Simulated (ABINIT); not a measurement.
# How the form of the self-energy moves the gap of BP (F-43m)

Aim: compare treatments of exchange, screening and correlation for the gap of BP (F-43m).

Main program and level: ABINIT 10.8.3; PBE and many-body steps on it, plane waves.

**1. Starting point**

The structure is cubic, space group F-43m (No. 216). Conventional cell: a = 4.538 Å, b = 4.538 Å, c = 4.538 Å, α = 90.00°, β = 90.00°, γ = 90.00°. Nearest to B lie 4 P at 1.97 Å. P has 4 B at 1.97 Å nearest. Farther neighbours are not listed.

The cell and positions come from the Crystallography Open Database and are kept as given unless a step says otherwise.

**2. Empty states on the mesh, 6×6×6 mesh, 109 bands**

This step: ABINIT 10.8.3; DFT, PBE, plane waves, norm-conserving pseudopotentials.

The sums over transitions need many empty states on a uniform mesh; this step solves for them.

The input, run.abi:

```
acell 3*1.0 Angstrom
rprim 
  0.000000000000 2.269000000000 2.269000000000
  2.269000000000 0.000000000000 2.269000000000
  2.269000000000 2.269000000000 0.000000000000
ntypat 2
znucl 5 15
natom 2
typat 1 2
xred 
  0.000000000000 0.000000000000 0.000000000000
  0.250000000000 0.250000000000 0.250000000000
pp_dirpath "pseudos"
pseudos "B.upf, P.upf"
ecut 34
ngkpt 6 6 6
nshiftk 1
shiftk 0 0 0
kptopt 1
chksymbreak 0
irdden 1
istwfk *1
nband 109
prtvol 0
optdriver 6
gwr_task "HDIAGO"
paral_kgb 0
occopt 1
indata_prefix "in"
outdata_prefix "out"
tmpdata_prefix "tmp"
```

Command:

```sh
OMP_NUM_THREADS=1 mpirun -n 8 abinit run.abi > log
```

The program printed:

```text
.Version 10.8.3 of ABINIT. v10.8.2 released Aug 2026.

 Symmetries : space group F-4 3 m (#216); Bravais cF (face-center cubic)
[... echo of the input left out ...]
== DATASET  1 ==================================================================
-   mpi_nproc: 8, omp_nthreads: 1 (-1 if OMP is not activated)

--- !DatasetInfo
iteration_state: {dtset: 1, }
dimensions: {natom: 2, nkpt: 16, mband: 109, nsppol: 1, nspinor: 1, nspden: 1, mpw: 1524, }
cutoff_energies: {ecut:  34.0, pawecutdg:  -1.0, }
[...]
Indirect band gap semiconductor
 Fundamental gap:     1.347 (eV)
   VBM:     7.266 (eV) at k: [ 0.0000E+00,  0.0000E+00,  0.0000E+00]
   CBM:     8.613 (eV) at k: [ 5.0000E-01,  5.0000E-01,  0.0000E+00]
 Direct gap:         3.407 (eV) at k: [ 0.0000E+00,  0.0000E+00,  0.0000E+00]

== END DATASET(S) ==============================================================
================================================================================

 -outvars: echo values of variables after computation  --------
           etotal      0.0000000000E+00
            nband         109
             nkpt          16
          spgroup         216
 [... the other variables as echoed above ...]

 Calculation completed.
```

Run time: 8 s. Hardware: 8 MPI ranks of Arm Neoverse V2, shared host; peak memory 1.4 GiB.

This step gave:

* gap: 1.347 eV
* k of the valence top: 0, 0, 0
* k of the conduction bottom: 0.5, 0.5, 0
* least direct gap: 3.407 eV
* k points computed: 16
* lowest point of the top converged band, above the valence top: 131.7203 eV

On this mesh the gap is 1.347 eV.

The density comes from a self-consistent run that is not shown.

**3. Screening, 6×6×6 mesh, 101 bands, screening to 228.6 eV**

The RPA dielectric matrix is built and inverted for each q.

This step: RPA screening on PBE, plane waves, norm-conserving pseudopotentials.

run.abi, as its differences from that of step 2:

```diff
@@ -20,10 +20,11 @@
 chksymbreak 0
-irdden 1
 istwfk *1
-nband 109
-prtvol 0
-optdriver 6
-gwr_task "HDIAGO"
-paral_kgb 0
 occopt 1
+irdwfk 1
+optdriver 3
+nband 101
+ecuteps 8.4
+inclvkb 2
+awtr 1
+symchi 1
 indata_prefix "in"
```

The program printed:

```text
.Version 10.8.3 of ABINIT. v10.8.2 released Aug 2026.

 Symmetries : space group F-4 3 m (#216); Bravais cF (face-center cubic)
[... echo of the input left out ...]
== DATASET  1 ==================================================================
-   mpi_nproc: 8, omp_nthreads: 1 (-1 if OMP is not activated)

--- !DatasetInfo
iteration_state: {dtset: 1, }
dimensions: {natom: 2, nkpt: 16, mband: 101, nsppol: 1, nspinor: 1, nspden: 1, mpw: 1524, }
cutoff_energies: {ecut:  34.0, pawecutdg:  -1.0, }
electrons: {nelect:   8.00000000E+00, charge:   0.00000000E+00, occopt:   1.00000000E+00, tsmear:   1.00000000E-02, }

 SCREENING: Calculation of the susceptibility and dielectric matrices

 Based on a program developped by R.W. Godby, V. Olevano, G. Onida, and L. Reining.
 Incorporated in ABINIT by V. Olevano, G.-M. Rignanese, and M. Torrent.
.Using double precision arithmetic ; gwpc =  8

[... cell and pseudopotentials left out ...]
--------------------------------------------------------------------------------

 ==== K-mesh for the wavefunctions ====
 Number of points in the irreducible wedge :    16
[... list of points left out ...]
 Together with 24 symmetry operations and time-reversal symmetry
 yields   216 points in the full Brillouin Zone.

 ==== Q-mesh for the screening function ====
 Number of points in the irreducible wedge :    16
[... list of points left out ...]
 Together with 24 symmetry operations and time-reversal symmetry
 yields   216 points in the full Brillouin Zone.

 setmesh: FFT mesh size selected  =    24x   24x   24
          total number of points  =        13824

 vcoul_init : cutoff-mode = AUXILIARY_FUNCTION
 q-points for optical limit:   1
     1)      0.000010    0.000020    0.000030

- screening: taking advantage of time-reversal symmetry
- Maximum band index for partially occupied states nbvw = 4
- Remaining bands to be divided among processors   nbcw = 97
- Number of bands treated by each node ~12

 Number of electrons calculated from density =    8.0000; Expected =    8.0000
 average of density, n =  0.050741
 r_s =    1.6757
 omega_plasma =   21.7288 [eV]

 calculating chi0 at frequencies [eV] :
  1    0.000000E+00    0.000000E+00
  2    0.000000E+00    2.172879E+01

--------------------------------------------------------------------------------
  q-point number  1        q = ( 0.000000, 0.000000, 0.000000) [r.l.u.]
--------------------------------------------------------------------------------
[... chi0 elements left out ...]
 For q-point:  0.000010 0.000020 0.000030
  dielectric constant =   9.7372
  dielectric constant without local fields =  10.6501

  Average fulfillment of the sum rule on Im[epsilon] for q-point    1 :     91.06  [%]
[... wings left out ...]
  q-point number  2        q = ( 0.166667, 0.000000, 0.000000) [r.l.u.]
--------------------------------------------------------------------------------
[... chi0 elements left out ...]
  Average fulfillment of the sum rule on Im[epsilon] for q-point    2 :     94.57  [%]

 [... 14 further q-points ...]
```

Elapsed: 20 s, on 8 MPI ranks; peak memory 1.1 GiB.

Numbers from this step:

```
ε∞ with local fields, on this mesh, along the program's q direction : 9.737
the same without local fields                                       : 10.65
plasma frequency                                                    : 21.73 eV
plane waves in the screening matrix                                 : 169
```

Local fields lower ε∞ by 9 %.

**4. G0W0, Godby-Needs plasmon pole**

The self-energy is evaluated for the states that the input lists, and the levels follow from it, in one-shot runs by the linearised quasiparticle equation.

This step: G0W0 on PBE, plane waves, norm-conserving pseudopotentials.

run.abi, as its differences from that of step 3:

```diff
@@ -23,8 +23,17 @@
 irdwfk 1
-optdriver 3
+optdriver 4
 nband 101
+gwcalctyp 0
+ecutsigx 34
+symsigma 1
+nkptgw 2
+kptgw 
+  0.0000000000 0.0000000000 0.0000000000
+  0.5000000000 0.5000000000 0.0000000000
+bdgw 
+  2 7
+  3 6
 ecuteps 8.4
-inclvkb 2
-awtr 1
-symchi 1
+irdscr 1
+ppmodel 1
 indata_prefix "in"
```

The program printed:

```text
.Version 10.8.3 of ABINIT. v10.8.2 released Aug 2026.

 Symmetries : space group F-4 3 m (#216); Bravais cF (face-center cubic)
[... echo of the input left out ...]
== DATASET  1 ==================================================================
-   mpi_nproc: 8, omp_nthreads: 1 (-1 if OMP is not activated)

--- !DatasetInfo
iteration_state: {dtset: 1, }
dimensions: {natom: 2, nkpt: 16, mband: 101, nsppol: 1, nspinor: 1, nspden: 1, mpw: 1524, }
cutoff_energies: {ecut:  34.0, pawecutdg:  -1.0, }
electrons: {nelect:   8.00000000E+00, charge:   0.00000000E+00, occopt:   1.00000000E+00, tsmear:   1.00000000E-02, }

 SIGMA: Calculation of the GW corrections

 Based on a program developped by R.W. Godby, V. Olevano, G. Onida, and L. Reining.
 Incorporated in ABINIT by V. Olevano, G.-M. Rignanese, and M. Torrent.
.Using double precision arithmetic ; gwpc =  8

[... cell and pseudopotentials left out ...]
--------------------------------------------------------------------------------

 ==== K-mesh for the wavefunctions ====
 Number of points in the irreducible wedge :    16
[... list of points left out ...]
 Together with 24 symmetry operations and time-reversal symmetry
 yields   216 points in the full Brillouin Zone.

 ==== Q-mesh for screening function ====
 Number of points in the irreducible wedge :    16
[... list of points left out ...]
 Together with 24 symmetry operations and time-reversal symmetry
 yields   216 points in the full Brillouin Zone.

 vcoul_init : cutoff-mode = AUXILIARY_FUNCTION
 q-points for optical limit:   1
     1)      0.000010    0.000020    0.000030
 setmesh: FFT mesh size selected  =    32x   32x   32
          total number of points  =        32768

 Number of electrons calculated from density =    8.0000; Expected =    8.0000
 average of density, n =  0.050741
 r_s =    1.6757
 omega_plasma =   21.7288 [eV]

 === KS Band Gaps ===
  >>>> For spin  1
   Minimum direct gap =   3.4068 [eV], located at k-point      :   0.0000  0.0000  0.0000
   Fundamental gap    =   1.3473 [eV], Top of valence bands at :   0.0000  0.0000  0.0000
                                       Bottom of conduction at :   0.5000  0.5000  0.0000
 SIGMA fundamental parameters:
 PLASMON POLE MODEL  1
 number of plane-waves for SigmaX                 1459
 number of plane-waves for SigmaC and W            169
 number of plane-waves for wavefunctions          1459
 number of bands                                   101
 number of independent spin polarizations            1
 number of spinorial components                      1
 number of k-points in IBZ                          16
 number of q-points in IBZ                          16
 number of symmetry operations                      24
 number of k-points in BZ                          216
 number of q-points in BZ                          216
 number of frequencies for dSigma/dE                 9
 frequency step for dSigma/dE [eV]                0.25
 number of omega for Sigma on real axis              0
 max omega for Sigma on real axis  [eV]           0.00
 zcut for avoiding poles [eV]                     0.10

 EPSILON^-1 parameters (SCR file):
 dimension of the eps^-1 matrix on file            169
 dimension of the eps^-1 matrix used               169
 number of plane-waves for wavefunctions          1459
 number of bands                                   101
 number of q-points in IBZ                          16
 number of frequencies                               2
 number of real frequencies                          1
 number of imag frequencies                          1

 matrix elements of self-energy operator (all in [eV])

 Perturbative Calculation

--- !SelfEnergy_ee
iteration_state: {dtset: 1, }
kpoint     : [   0.000,    0.000,    0.000, ]
spin       : 1
KS_gap     :    3.407
QP_gap     :    4.274
Delta_QP_KS:    0.867
data: !SigmaeeData |
     Band     E0 <VxcDFT>   SigX SigC(E0)      Z dSigC/dE  Sig(E)    E-E0       E
        2   7.266 -13.300 -15.048   0.983   0.792  -0.263 -13.906  -0.606   6.660
        3   7.266 -13.300 -15.048   0.983   0.792  -0.263 -13.906  -0.606   6.660
        4   7.266 -13.300 -15.048   0.983   0.792  -0.263 -13.906  -0.606   6.660
        5  10.672 -12.025  -7.238  -4.458   0.793  -0.261 -11.764   0.262  10.934
        6  10.672 -12.025  -7.238  -4.458   0.793  -0.261 -11.764   0.262  10.934
        7  10.672 -12.025  -7.238  -4.458   0.793  -0.261 -11.764   0.262  10.934

--- !SelfEnergy_ee
iteration_state: {dtset: 1, }
kpoint     : [   0.500,    0.500,    0.000, ]
spin       : 1
KS_gap     :    5.461
QP_gap     :    6.352
Delta_QP_KS:    0.891
data: !SigmaeeData |
     Band     E0 <VxcDFT>   SigX SigC(E0)      Z dSigC/dE  Sig(E)    E-E0       E
        3   3.152 -12.497 -15.992   2.469   0.773  -0.293 -13.290  -0.793   2.359
        4   3.152 -12.497 -15.992   2.469   0.773  -0.293 -13.290  -0.793   2.359
        5   8.613 -10.826  -6.523  -4.181   0.805  -0.243 -10.728   0.098   8.711
        6   8.933 -10.680  -6.271  -4.222   0.809  -0.235 -10.529   0.151   9.084

== END DATASET(S) ==============================================================
================================================================================

 -outvars: echo values of variables after computation  --------
           etotal      0.0000000000E+00
            nband         101
             nkpt          16
          spgroup         216
 [... the other variables as echoed above ...]

 Calculation completed.
```

The job ended after 5.3 s (8 MPI ranks; peak memory 1.1 GiB).

This step gave:

```yaml
g0w0_gap_on_the_points_computed: 2.051 eV
starting_gap_on_the_mesh: 1.347 eV
k_of_the_valence_top: 0, 0, 0
k_of_the_conduction_bottom: 0.5, 0.5, 0
z_at_the_valence_top: 0.792
z_at_the_conduction_bottom: 0.805
least_direct_g0w0_gap_on_the_computed_points: 4.274 eV
```

The gap on the mesh goes from 1.35 eV to 2.05 eV, a correction of +0.70 eV.

**5. G0W0, Hybertsen-Louie plasmon pole**

run.abi, as its differences from that of step 4:

```diff
@@ -37,3 +37,3 @@
 irdscr 1
-ppmodel 1
+ppmodel 2
 indata_prefix "in"
```

The program printed:

```text
.Version 10.8.3 of ABINIT. v10.8.2 released Aug 2026.

 Symmetries : space group F-4 3 m (#216); Bravais cF (face-center cubic)
[... echo of the input left out ...]
== DATASET  1 ==================================================================
-   mpi_nproc: 8, omp_nthreads: 1 (-1 if OMP is not activated)

--- !DatasetInfo
iteration_state: {dtset: 1, }
dimensions: {natom: 2, nkpt: 16, mband: 101, nsppol: 1, nspinor: 1, nspden: 1, mpw: 1524, }
cutoff_energies: {ecut:  34.0, pawecutdg:  -1.0, }
electrons: {nelect:   8.00000000E+00, charge:   0.00000000E+00, occopt:   1.00000000E+00, tsmear:   1.00000000E-02, }

 SIGMA: Calculation of the GW corrections

 Based on a program developped by R.W. Godby, V. Olevano, G. Onida, and L. Reining.
 Incorporated in ABINIT by V. Olevano, G.-M. Rignanese, and M. Torrent.
.Using double precision arithmetic ; gwpc =  8

[... cell and pseudopotentials left out ...]
--------------------------------------------------------------------------------

 ==== K-mesh for the wavefunctions ====
 Number of points in the irreducible wedge :    16
[... list of points left out ...]
 Together with 24 symmetry operations and time-reversal symmetry
 yields   216 points in the full Brillouin Zone.

 ==== Q-mesh for screening function ====
 Number of points in the irreducible wedge :    16
[... list of points left out ...]
 Together with 24 symmetry operations and time-reversal symmetry
 yields   216 points in the full Brillouin Zone.

 vcoul_init : cutoff-mode = AUXILIARY_FUNCTION
 q-points for optical limit:   1
     1)      0.000010    0.000020    0.000030
 setmesh: FFT mesh size selected  =    32x   32x   32
          total number of points  =        32768

 Number of electrons calculated from density =    8.0000; Expected =    8.0000
[...]
number of omega for Sigma on real axis              0
 max omega for Sigma on real axis  [eV]           0.00
 zcut for avoiding poles [eV]                     0.10

 EPSILON^-1 parameters (SCR file):
 dimension of the eps^-1 matrix on file            169
 dimension of the eps^-1 matrix used               169
 number of plane-waves for wavefunctions          1459
 number of bands                                   101
 number of q-points in IBZ                          16
 number of frequencies                               2
 number of real frequencies                          1
 number of imag frequencies                          1

 matrix elements of self-energy operator (all in [eV])

 Perturbative Calculation

--- !SelfEnergy_ee
iteration_state: {dtset: 1, }
kpoint     : [   0.000,    0.000,    0.000, ]
spin       : 1
KS_gap     :    3.407
QP_gap     :    4.355
Delta_QP_KS:    0.948
data: !SigmaeeData |
     Band     E0 <VxcDFT>   SigX SigC(E0)      Z dSigC/dE  Sig(E)    E-E0       E
        2   7.266 -13.300 -15.048   0.604   0.811  -0.234 -14.228  -0.928   6.338
        3   7.266 -13.300 -15.048   0.604   0.811  -0.234 -14.228  -0.928   6.338
        4   7.266 -13.300 -15.048   0.604   0.811  -0.234 -14.228  -0.928   6.338
[...]
--- !SelfEnergy_ee
iteration_state: {dtset: 1, }
kpoint     : [   0.500,    0.500,    0.000, ]
spin       : 1
KS_gap     :    5.461
QP_gap     :    6.453
Delta_QP_KS:    0.992
data: !SigmaeeData |
     Band     E0 <VxcDFT>   SigX SigC(E0)      Z dSigC/dE  Sig(E)    E-E0       E
[...]
5   8.613 -10.826  -6.523  -4.497   0.821  -0.217 -10.985  -0.159   8.454
        6   8.933 -10.680  -6.271  -4.520   0.825  -0.212 -10.772  -0.092   8.841

== END DATASET(S) ==============================================================
================================================================================

 -outvars: echo values of variables after computation  --------
           etotal      0.0000000000E+00
            nband         101
             nkpt          16
          spgroup         216
 [... the other variables as echoed above ...]

 Calculation completed.
```

Wall time 5.2 s (8 MPI ranks); peak memory 1.1 GiB.

Numbers from this step:

```
G0W0 gap on the points computed              : 2.116 eV
starting gap on the mesh                     : 1.347 eV
k of the valence top                         : 0, 0, 0
k of the conduction bottom                   : 0.5, 0.5, 0
Z at the valence top                         : 0.811
Z at the conduction bottom                   : 0.821
least direct G0W0 gap on the computed points : 4.354 eV
```

Against G0W0 in ABINIT (6×6×6 mesh, 101 bands, screening to 228.6 eV, Godby-Needs plasmon pole), the gap moves by +0.065 eV.

**6. G0W0, von der Linden-Horsch plasmon pole**

run.abi, as its differences from that of step 5:

```diff
@@ -37,3 +37,3 @@
 irdscr 1
-ppmodel 2
+ppmodel 3
 indata_prefix "in"
```

The program printed:

```text
.Version 10.8.3 of ABINIT. v10.8.2 released Aug 2026.

 Symmetries : space group F-4 3 m (#216); Bravais cF (face-center cubic)
[... echo of the input left out ...]
== DATASET  1 ==================================================================
-   mpi_nproc: 8, omp_nthreads: 1 (-1 if OMP is not activated)

--- !DatasetInfo
iteration_state: {dtset: 1, }
dimensions: {natom: 2, nkpt: 16, mband: 101, nsppol: 1, nspinor: 1, nspden: 1, mpw: 1524, }
cutoff_energies: {ecut:  34.0, pawecutdg:  -1.0, }
[...]
Band     E0 <VxcDFT>   SigX SigC(E0)      Z dSigC/dE  Sig(E)    E-E0       E
[...]
5   8.613 -10.826  -6.523  -4.554   0.826  -0.211 -11.033  -0.207   8.406
        6   8.933 -10.680  -6.271  -4.594   0.829  -0.206 -10.834  -0.154   8.779

== END DATASET(S) ==============================================================
================================================================================

 -outvars: echo values of variables after computation  --------
           etotal      0.0000000000E+00
            nband         101
             nkpt          16
          spgroup         216
 [... the other variables as echoed above ...]

 Calculation completed.
```

Elapsed: 3.4 s, on 8 MPI ranks; peak memory 1.1 GiB; 26 s of CPU time.

Numbers from this step:

```
G0W0 gap on the points computed              : 2.052 eV
starting gap on the mesh                     : 1.347 eV
k of the valence top                         : 0, 0, 0
k of the conduction bottom                   : 0.5, 0.5, 0
least direct G0W0 gap on the computed points : 4.313 eV
```

Against G0W0 in ABINIT (6×6×6 mesh, 101 bands, screening to 228.6 eV, Godby-Needs plasmon pole), the gap moves by +0.001 eV.

(Part 1 of 2 ends here.)

[Paths, hosts, dates, memory and timing lines, banners, echoed tables and standing remarks are left out of the program output.]

[Logs are printed without paths, hosts, clocks, repeated set-up lines and the standing remarks that a program may print on its own settings, such as how far it seeks lower states.]

[Runs of the session that timed out or met a known fault of the program may be left out.]

[Hosts, paths, dates, database ids (printed as entryN), source tags and the programs' standing remarks are cut or masked in the printed files.]

[G0W0 gaps are taken among the corrected bands and points alone; a level outside them can change the order at an edge.]

[Where Ansatz stands beside ABINIT at settings called matched, ABINIT's density can come from a denser mesh and the files from another edition; pairs whose starting gaps differed by over 0.03 eV were left out, so agreement reads better than it is.]
